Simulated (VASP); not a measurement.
## GW on BeS: a test of the settings

How far does the GW correction to the gap of BeS depend on the settings? The starting structure is a computed structure from the Materials Project. Cell and atoms stay as given.

Program: VASP 6.6.1. Level of theory: GW on LDA orbitals, with plane waves and PAW data sets made for GW. Results are calculated unless marked as measured.

### 1. The structure

Symmetry: F-43m, No. 216, cubic system. The conventional cell has a = 4.870 Å, b = 4.870 Å, c = 4.870 Å, α = 90.00°, β = 90.00°, γ = 90.00°. Nearest to S lie 4 Be at 2.11 Å. Be has 4 S at 2.11 Å nearest. Farther neighbours and most contacts between anions are not listed.

### 2. G0W0 (response cutoff 100 eV, 4×4×4 mesh)

It reads the orbitals and their derivatives (WAVECAR and WAVEDER) of a run with the empty bands, which follows a ground-state run; neither is shown.

File INCAR:

```
SYSTEM = BeS
PREC = Accurate
ENCUT = 300
ISMEAR = 0
SIGMA = 0.01
LREAL = .FALSE.
GGA = CA
NBANDS = 68
ALGO = EVGW0
NELMGW = 1
ENCUTGW = 100
NOMEGA = 40
PRECFOCK = Fast
NBANDSGW = 12
LWAVE = .FALSE.
LCHARG = .FALSE.
```

File POSCAR:

```
BeS
1.0
    0.0000000000      2.4351516489      2.4351516489
    2.4351516489      0.0000000000      2.4351516489
    2.4351516489      2.4351516489      0.0000000000
S Be
1 1
Direct
    0.2500000000      0.2500000000      0.2500000000
    0.0000000000      0.0000000000      0.0000000000
```

File KPOINTS:

```
Automatic mesh
0
Gamma
4 4 4
0 0 0
```

PAW data sets: S_GW and Be_GW (LDA family, release 64).

Command:

```bash
> mpirun -np 4 vasp_std
```

What it wrote:

```text
[banner, memory and clock lines left out]
running    4 mpi-ranks, on    1 nodes
 distrk:  each k-point on    4 cores,    1 groups
 distr:  one band on    1 cores,    4 groups

 POSCAR found type information on POSCAR S Be
 POSCAR found :  2 types and       2 ions
|                                                                             |
|           W    W    AA    RRRRR   N    N  II  N    N   GGGG   !!!           |
|           W    W   A  A   R    R  NN   N  II  NN   N  G    G  !!!           |
|           W    W  A    A  R    R  N N  N  II  N N  N  G       !!!           |
|           W WW W  AAAAAA  RRRRR   N  N N  II  N  N N  G  GGG   !            |
|           WW  WW  A    A  R   R   N   NN  II  N   NN  G    G                |
|           W    W  A    A  R    R  N    N  II  N    N   GGGG   !!!           |
|                                                                             |
|     The default for ENCUTGWSOFT is different in this version of VASP.       |
|     please manually set ENCUTGWSOFT =100 in the INCAR file.                 |
|                                                                             |

 LDA part: xc-table for (Slater(with rela. corr.)+CA(PZ))
 , standard interpolation
 found WAVECAR, reading the header
 POSCAR, INCAR and KPOINTS ok, starting setup
 FFT: planning ... GRIDC
 FFT: planning ... GRID_SOFT
 FFT: planning ... GRID
 reading WAVECAR
 the WAVECAR file was read successfully
 initial charge from wavefunction
 available memory per node:    156.44 GB, setting MAXMEM to    160191

 The Fermi energy was updated, please check that it is located mid-gap
 values below the HOMO (VB) or above the LUMO (CB) will cause erroneous energies
 E-fermi :   5.0329

 calculate exact exchange contribution
 the WAVEDER file was read successfully
energies w=
    0.000    0.000    0.921    0.000    1.836    0.000    2.742    0.000
    3.632    0.000    4.506    0.000    5.361    0.000    6.196    0.000
    7.014    0.000    7.814    0.000    8.601    0.000    9.376    0.000
   10.144    0.000   10.908    0.000   11.673    0.000   12.444    0.000
   13.225    0.000   14.023    0.000   14.843    0.000   15.694    0.000
   16.583    0.000   17.522    0.000   18.520    0.000   19.594    0.000
   20.760    0.000   22.040    0.000   23.464    0.000   25.068    0.000
   26.900    0.000   29.027    0.000   31.541    0.000   34.572    0.000
   38.316    0.000   43.074    0.000   49.333    0.000   57.946    0.000
   70.538    0.000   90.645    0.000  127.690    0.000  217.973    0.000
 responsefunction array rank=      72
 LDA part: xc-table for (Slater(with rela. corr.)+CA(PZ))
 , standard interpolation

 min. memory requirement per mpi rank     54.8 MB, per node    219.2 MB

 allocating  10 responsefunctions rank=    72
 shmem allocating  40 responsefunctions rank=    72
 response function shared by NCSHMEM nodes    1
 Doing           10  frequencies on each core in blocks of           40
NQ=   1    0.0000    0.0000    0.0000,
|.........|.........|.........|.........|.........|.........|.........|.........
 performed         45000 updates of chi_q(r,r)
 total number of BLAS operations          1.28 Gflops
NQ=   2    0.2500    0.0000    0.0000,
|.........|.........|.........|.........|.........|.........|.........|.........
 performed        136000 updates of chi_q(r,r)
 total number of BLAS operations          4.37 Gflops
NQ=   3    0.5000    0.0000    0.0000,
|.........|.........|.........|.........|.........|.........|.........|.........
 performed        214000 updates of chi_q(r,r)
 total number of BLAS operations          7.45 Gflops
NQ=   4    0.2500    0.2500    0.0000,
|.........|.........|.........|.........|.........|.........|.........|.........
 performed        305000 updates of chi_q(r,r)
 total number of BLAS operations         10.08 Gflops
NQ=   5    0.5000    0.2500    0.0000,
|.........|.........|.........|.........|.........|.........|.........|.........
 performed        432000 updates of chi_q(r,r)
 total number of BLAS operations         14.93 Gflops
NQ=   6   -0.2500    0.2500    0.0000,
|.........|.........|.........|.........|.........|.........|.........|.........
 performed        546000 updates of chi_q(r,r)
 total number of BLAS operations         19.04 Gflops
NQ=   7    0.5000    0.5000    0.0000,
|.........|.........|.........|.........|.........|.........|.........|.........
 performed        614000 updates of chi_q(r,r)
 total number of BLAS operations         21.29 Gflops
NQ=   8   -0.2500    0.5000    0.2500,
|.........|.........|.........|.........|.........|.........|.........|.........
 performed        702000 updates of chi_q(r,r)
 total number of BLAS operations         24.56 Gflops
 resolving degeneracies of screened two electron integrals

 calculate QP shifts <psi_nk| G(iteration)W_0 |psi_nk>: iteration 1
 entering main loop
```

Wall time 5.6 s (4 MPI ranks of Intel Xeon 6975P-C (Granite Rapids), shared host); peak memory 0.47 GiB; 17 s of CPU time.

The logs omit lines about the potential files and the build; timing stands in the text.

OUTCAR, selected parts (step 2):

```text
ion  position               nearest neighbor table
   1  0.250  0.250  0.250-   2 2.11   2 2.11   2 2.11   2 2.11
   2  0.000  0.000  0.000-   1 2.11   1 2.11   1 2.11   1 2.11

  LATTYP: Found a face centered cubic cell.
 ALAT       =     4.8703032978

 Subroutine GETGRP returns: Found 24 space group operations
 (whereof 24 operations were pure point group operations)

The static configuration has the point symmetry T_d .

 Found      8 irreducible k-points:

   k-points           NKPTS =      8   k-points in BZ     NKDIM =     64   number of bands    NBANDS=     68

   dimension x,y,z NGX =    20 NGY =   20 NGZ =   20
   dimension x,y,z NGXF=    40 NGYF=   40 NGZF=   40

   ENCUT  =  300.0 eV  22.05 Ry    4.70 a.u.   4.86  4.86  4.86*2*pi/ulx,y,z

   NELECT =       8.0000    total number of electrons

  energy-cutoff  :      300.00
  volume of cell :       28.88
      direct lattice vectors                 reciprocal lattice vectors
     0.000000000  2.435151649  2.435151649    -0.205326022  0.205326022  0.205326022
     2.435151649  0.000000000  2.435151649     0.205326022 -0.205326022  0.205326022
     2.435151649  2.435151649  0.000000000     0.205326022  0.205326022 -0.205326022

 k-points in reciprocal lattice and weights: Automatic mesh
   0.00000000  0.00000000  0.00000000       0.016
   0.25000000  0.00000000  0.00000000       0.125
   0.50000000  0.00000000  0.00000000       0.062
   0.25000000  0.25000000  0.00000000       0.094
   0.50000000  0.25000000  0.00000000       0.375
  -0.25000000  0.25000000  0.00000000       0.188
   0.50000000  0.50000000  0.00000000       0.047
  -0.25000000  0.50000000  0.25000000       0.094

 E-fermi :   5.0329

 QP shifts <psi_nk| G(iteration)W_0 |psi_nk>: iteration 1
 for sc-GW calculations column KS-energies equals QP-energies in previous step
 and V_xc(KS)=  KS-energies - (<T + V_ion + V_H > + <T+V_H+V_ion>^1  + <V_x>^1)
 k-point   1 :       0.0000    0.0000    0.0000
  band No.  KS-energies  QP-energies   sigma(KS)   V_xc(KS)     V^pw_x(r,r')   Z            occupation Imag(sigma)
      1     -10.0036     -10.8267     -13.9246     -12.8270     -21.2514       0.7500       2.0000       1.6012
      2       3.5778       2.9436     -14.6027     -13.7930     -16.5314       0.7833       2.0000       0.0887
      3       3.5778       2.9436     -14.6027     -13.7930     -16.5314       0.7833       2.0000       0.0887
      4       3.5778       2.9436     -14.6027     -13.7930     -16.5314       0.7833       2.0000       0.0887
      5       9.0947      10.1096      -9.4930     -10.7783      -5.1988       0.7895       0.0000      -0.1095
      6       9.0947      10.1096      -9.4930     -10.7783      -5.1988       0.7895       0.0000      -0.1095
      7       9.0947      10.1096      -9.4930     -10.7783      -5.1988       0.7895       0.0000      -0.1095
      8       9.1381       9.9442      -9.7302     -10.7504      -5.2896       0.7901       0.0000      -0.1205
    ...

 k-point   2 :       0.2500    0.0000    0.0000
  band No.  KS-energies  QP-energies   sigma(KS)   V_xc(KS)     V^pw_x(r,r')   Z            occupation Imag(sigma)
      1      -9.3421     -10.0635     -14.0550     -13.0736     -21.2474       0.7350       2.0000       1.4407
      2       0.2692      -0.5843     -13.4026     -12.2845     -16.0972       0.7633       2.0000       0.1353
      3       2.9808       2.3126     -14.3061     -13.4525     -16.3361       0.7827       2.0000       0.0932
      4       2.9808       2.3126     -14.3061     -13.4525     -16.3361       0.7827       2.0000       0.0932
      5       8.9264       9.7887      -9.6091     -10.6950      -5.3331       0.7942       0.0000      -0.1123
      6       9.9841      11.0122      -9.6501     -10.9574      -5.1717       0.7864       0.0000      -0.1219
      7       9.9841      11.0122      -9.6501     -10.9574      -5.1717       0.7864       0.0000      -0.1219
      8      12.5585      13.5285     -10.3544     -11.6183      -5.3188       0.7675       0.0000      -0.1783
    ...

 k-point   3 :       0.5000    0.0000    0.0000
  band No.  KS-energies  QP-energies   sigma(KS)   V_xc(KS)     V^pw_x(r,r')   Z            occupation Imag(sigma)
      1      -8.4015      -9.0133     -14.4457     -13.6036     -21.4259       0.7266       2.0000       1.2409
      2      -2.2022      -3.2008     -12.7261     -11.3701     -16.2902       0.7364       2.0000       0.2276
      3       2.5453       1.8387     -14.2075     -13.3010     -16.3734       0.7796       2.0000       0.0995
      4       2.5453       1.8387     -14.2075     -13.3010     -16.3734       0.7796       2.0000       0.0995
      5       8.8652       9.6734      -9.7152     -10.7315      -5.4541       0.7953       0.0000      -0.1112
      6       9.9801      10.9555      -9.4249     -10.6583      -4.9890       0.7908       0.0000      -0.1206
      7       9.9801      10.9555      -9.4249     -10.6583      -4.9890       0.7908       0.0000      -0.1206
      8      14.4201      15.1392      -8.9065      -9.8529      -3.4073       0.7597       0.0000      -0.2690
    ...

 k-point   4 :       0.2500    0.2500    0.0000
  band No.  KS-energies  QP-energies   sigma(KS)   V_xc(KS)     V^pw_x(r,r')   Z            occupation Imag(sigma)
      1      -9.1226      -9.8094     -14.1004     -13.1548     -21.2429       0.7263       2.0000       1.3819
      2       0.8430       0.0027     -13.8006     -12.7062     -16.3749       0.7678       2.0000       0.1249
      3       1.9644       1.2294     -13.8460     -12.8988     -16.0873       0.7760       2.0000       0.1050
      4       1.9644       1.2294     -13.8460     -12.8988     -16.0873       0.7760       2.0000       0.1050
      5       7.8464       8.6697      -9.1244     -10.1523      -5.0758       0.8010       0.0000      -0.1013
      6      10.0018      10.8059      -9.3041     -10.3199      -4.8835       0.7916       0.0000      -0.1241
      7      12.0872      13.2015     -10.2247     -11.6753      -5.2846       0.7681       0.0000      -0.1620
      8      12.0872      13.2015     -10.2247     -11.6753      -5.2846       0.7681       0.0000      -0.1620
    ...

[... 4 further parts left out ...]
```

G0W0 (response cutoff 100 eV, 4×4×4 mesh): the quasiparticle gap on this mesh is 4.208 eV, +1.297 eV from the LDA gap on the same points, with 68 bands.

### 3. G0W0 (response cutoff 160 eV, 4×4×4 mesh)

It reads the orbitals and their derivatives (WAVECAR and WAVEDER) of a run with the empty bands, which follows a ground-state run; neither is shown.

Changes to INCAR since step 2:

```diff
@@ -7,6 +7,6 @@
 GGA = CA
-NBANDS = 68
+NBANDS = 136
 ALGO = EVGW0
 NELMGW = 1
-ENCUTGW = 100
+ENCUTGW = 160
 NOMEGA = 40
```

POSCAR is that of step 2.

KPOINTS is that of step 2.

Command:

```bash
> mpirun -np 4 vasp_std
```

What it wrote:

```text
[banner, memory and clock lines left out]
running    4 mpi-ranks, on    1 nodes
[...]
|                                                                             |
|           W    W    AA    RRRRR   N    N  II  N    N   GGGG   !!!           |
|           W    W   A  A   R    R  NN   N  II  NN   N  G    G  !!!           |
|           W    W  A    A  R    R  N N  N  II  N N  N  G       !!!           |
|           W WW W  AAAAAA  RRRRR   N  N N  II  N  N N  G  GGG   !            |
|           WW  WW  A    A  R   R   N   NN  II  N   NN  G    G                |
|           W    W  A    A  R    R  N    N  II  N    N   GGGG   !!!           |
|                                                                             |
|     The default for ENCUTGWSOFT is different in this version of VASP.       |
|     please manually set ENCUTGWSOFT =160 in the INCAR file.                 |
|                                                                             |

 LDA part: xc-table for (Slater(with rela. corr.)+CA(PZ))
[...]
total number of BLAS operations         66.49 Gflops
NQ=   4    0.2500    0.2500    0.0000,
|.........|.........|.........|.........|.........|.........|.........|.........
 performed        621000 updates of chi_q(r,r)
 total number of BLAS operations         92.68 Gflops
NQ=   5    0.5000    0.2500    0.0000,
|.........|.........|.........|.........|.........|.........|.........|.........
 performed        877000 updates of chi_q(r,r)
 total number of BLAS operations        128.49 Gflops
NQ=   6   -0.2500    0.2500    0.0000,
|.........|.........|.........|.........|.........|.........|.........|.........
 performed       1107000 updates of chi_q(r,r)
 total number of BLAS operations        161.64 Gflops
NQ=   7    0.5000    0.5000    0.0000,
|.........|.........|.........|.........|.........|.........|.........|.........
 performed       1246000 updates of chi_q(r,r)
 total number of BLAS operations        179.34 Gflops
NQ=   8   -0.2500    0.5000    0.2500,
|.........|.........|.........|.........|.........|.........|.........|.........
 performed       1424000 updates of chi_q(r,r)
 total number of BLAS operations        198.57 Gflops
 resolving degeneracies of screened two electron integrals

 calculate QP shifts <psi_nk| G(iteration)W_0 |psi_nk>: iteration 1
 entering main loop
[key lines of the parts left out:]
E-fermi :   5.0329
```

Elapsed: 9.2 s, on 4 MPI ranks; peak memory 0.58 GiB.

OUTCAR, selected parts (step 3):

```text
 QP shifts <psi_nk| G(iteration)W_0 |psi_nk>: iteration 1
 for sc-GW calculations column KS-energies equals QP-energies in previous step
 and V_xc(KS)=  KS-energies - (<T + V_ion + V_H > + <T+V_H+V_ion>^1  + <V_x>^1)
 k-point   1 :       0.0000    0.0000    0.0000
  band No.  KS-energies  QP-energies   sigma(KS)   V_xc(KS)     V^pw_x(r,r')   Z            occupation Imag(sigma)
      1     -10.0036     -11.0397     -14.2087     -12.8270     -21.2514       0.7499       2.0000       1.5920
      2       3.5778       2.6906     -14.9291     -13.7930     -16.5314       0.7810       2.0000       0.0949
      3       3.5778       2.6906     -14.9291     -13.7930     -16.5314       0.7810       2.0000       0.0949
      4       3.5778       2.6906     -14.9291     -13.7930     -16.5314       0.7810       2.0000       0.0949
      5       9.0947       9.9836      -9.6514     -10.7783      -5.1988       0.7887       0.0000      -0.0997
      6       9.0947       9.9836      -9.6514     -10.7783      -5.1988       0.7887       0.0000      -0.0997
      7       9.0947       9.9836      -9.6514     -10.7783      -5.1988       0.7887       0.0000      -0.0997
      8       9.1381       9.7897      -9.9242     -10.7504      -5.2896       0.7887       0.0000      -0.1128
    ...

[... 1 part as in an earlier step ...]

[... 2 further parts left out ...]
[key lines of the parts left out:]
E-fermi :   5.0329
```

G0W0 (response cutoff 160 eV, 4×4×4 mesh): the quasiparticle gap on this mesh is 4.368 eV, +1.457 eV from the LDA gap on the same points, with 136 bands.

### 4. G0W0 (response cutoff 240 eV, 4×4×4 mesh)

It reads the orbitals and their derivatives (WAVECAR and WAVEDER) of a run with the empty bands, which follows a ground-state run; neither is shown.

Changes to INCAR since step 3:

```diff
@@ -7,6 +7,6 @@
 GGA = CA
-NBANDS = 136
+NBANDS = 244
 ALGO = EVGW0
 NELMGW = 1
-ENCUTGW = 160
+ENCUTGW = 240
 NOMEGA = 40
```

POSCAR is that of step 3.

KPOINTS is that of step 3.

Command:

```bash
> mpirun -np 4 vasp_std
```

What it wrote:

```text
[banner, memory and clock lines left out]
running    4 mpi-ranks, on    1 nodes
[...]
|                                                                             |
|           W    W    AA    RRRRR   N    N  II  N    N   GGGG   !!!           |
|           W    W   A  A   R    R  NN   N  II  NN   N  G    G  !!!           |
|           W    W  A    A  R    R  N N  N  II  N N  N  G       !!!           |
|           W WW W  AAAAAA  RRRRR   N  N N  II  N  N N  G  GGG   !            |
|           WW  WW  A    A  R   R   N   NN  II  N   NN  G    G                |
|           W    W  A    A  R    R  N    N  II  N    N   GGGG   !!!           |
|                                                                             |
|     The default for ENCUTGWSOFT is different in this version of VASP.       |
|     please manually set ENCUTGWSOFT =240 in the INCAR file.                 |
|                                                                             |

 LDA part: xc-table for (Slater(with rela. corr.)+CA(PZ))
[...]
total number of BLAS operations        388.34 Gflops
NQ=   4    0.2500    0.2500    0.0000,
|.........|.........|.........|.........|.........|.........|.........|.........
 performed       1121000 updates of chi_q(r,r)
 total number of BLAS operations        534.52 Gflops
NQ=   5    0.5000    0.2500    0.0000,
|.........|.........|.........|.........|.........|.........|.........|.........
 performed       1583000 updates of chi_q(r,r)
 total number of BLAS operations        751.22 Gflops
NQ=   6   -0.2500    0.2500    0.0000,
|.........|.........|.........|.........|.........|.........|.........|.........
 performed       1998000 updates of chi_q(r,r)
 total number of BLAS operations        955.75 Gflops
NQ=   7    0.5000    0.5000    0.0000,
|.........|.........|.........|.........|.........|.........|.........|.........
 performed       2249000 updates of chi_q(r,r)
 total number of BLAS operations       1062.27 Gflops
NQ=   8   -0.2500    0.5000    0.2500,
|.........|.........|.........|.........|.........|.........|.........|.........
 performed       2570000 updates of chi_q(r,r)
 total number of BLAS operations       1225.85 Gflops
 resolving degeneracies of screened two electron integrals

 calculate QP shifts <psi_nk| G(iteration)W_0 |psi_nk>: iteration 1
 entering main loop
[key lines of the parts left out:]
E-fermi :   5.0329
```

Wall time 22 s (4 MPI ranks); peak memory 0.8 GiB.

OUTCAR, selected parts (step 4):

```text
 QP shifts <psi_nk| G(iteration)W_0 |psi_nk>: iteration 1
 for sc-GW calculations column KS-energies equals QP-energies in previous step
 and V_xc(KS)=  KS-energies - (<T + V_ion + V_H > + <T+V_H+V_ion>^1  + <V_x>^1)
 k-point   1 :       0.0000    0.0000    0.0000
  band No.  KS-energies  QP-energies   sigma(KS)   V_xc(KS)     V^pw_x(r,r')   Z            occupation Imag(sigma)
      1     -10.0036     -11.1469     -14.3524     -12.8270     -21.2514       0.7495       2.0000       1.5199
      2       3.5778       2.5532     -15.1037     -13.7930     -16.5314       0.7817       2.0000       0.0254
      3       3.5778       2.5532     -15.1037     -13.7930     -16.5314       0.7817       2.0000       0.0254
      4       3.5778       2.5532     -15.1037     -13.7930     -16.5314       0.7817       2.0000       0.0254
      5       9.0947       9.9247      -9.7270     -10.7783      -5.1988       0.7895       0.0000      -0.1398
      6       9.0947       9.9247      -9.7270     -10.7783      -5.1988       0.7895       0.0000      -0.1398
      7       9.0947       9.9247      -9.7270     -10.7783      -5.1988       0.7895       0.0000      -0.1398
      8       9.1381       9.7034     -10.0339     -10.7504      -5.2896       0.7890       0.0000      -0.1609
    ...

[... 1 part as in an earlier step ...]

[... 2 further parts left out ...]
[key lines of the parts left out:]
E-fermi :   5.0329
```

G0W0 (response cutoff 240 eV, 4×4×4 mesh): the quasiparticle gap on this mesh is 4.458 eV, +1.548 eV from the LDA gap on the same points, with 244 bands.

(Continued in part 2 of 2.)

[Lines on the potential files, build, host, timing and source positions are cut from VASP's logs without a mark.]

[Logs are printed without paths, hosts, clocks, repeated set-up lines and the standing remarks that a program may print on its own settings, such as how far it seeks lower states.]

[Hosts, paths, dates, database ids (printed as entryN), source tags and the programs' standing remarks are cut or masked in the printed files.]
